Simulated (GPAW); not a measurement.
A run of GPAW 26.7.0 is set up as follows.

The input run.py:

```python
from ase.dft.bandgap import bandgap
from ase.io import read, write
from ase.units import GPa
from gpaw import GPAW, PW

atoms = read('ZrB2.xyz')

calc = GPAW(mode=PW(800),
            xc='PBE',
            kpts={'size': (10, 10, 8), 'gamma': True},
            occupations={'name': 'methfessel-paxton', 'order': 0, 'width': 0.02},
            nbands=20,
            convergence={'density': 1e-05, 'energy': 1e-05},
            maxiter=150,
            txt='gpaw.txt')
atoms.calc = calc
energy = atoms.get_potential_energy()
forces = atoms.get_forces()
stress = atoms.get_stress()
calc.write('gs.gpw')
write('result.traj', atoms)
print(f'Energy: {energy:.6f} eV')
print('Forces (eV/A):')
print(forces.round(4))
print('Stress (GPa):', (stress / GPa).round(3))
print('Fermi level:', round(calc.get_fermi_level(), 4), 'eV')
print(f'Gap: {bandgap(calc)[0]:.4f} eV, direct: {bandgap(calc, direct=True)[0]:.4f} eV')
```

File ZrB2.xyz:

```xyz
3
Lattice="3.1700000000 0.0000000000 0.0000000000 -1.5850000000 2.7453005300 0.0000000000 0.0000000000 0.0000000000 3.5330000000" Properties=species:S:1:pos:R:3 pbc="T T T"
Zr     0.0000000000      0.0000000000      0.0000000000
B      1.5850000002      0.9151001766      1.7665000000
B     -0.0000000002      1.8302003534      1.7665000000
```

Potentials or basis: GPAW PAW data sets (gpaw-data 1.2.1), pw.

Launch:

```sh
$ OMP_NUM_THREADS=1 python run.py
```

Task: What does it give for the band gap on the k mesh?

Result: None (metal or under the smearing width).

Task: Predict the pressure.

Result: -0.1 GPa.

Stress tensor (GPa, compression positive):
```
-0.41  0.00  0.00
 0.00 -0.41  0.00
 0.00  0.00  0.57
```
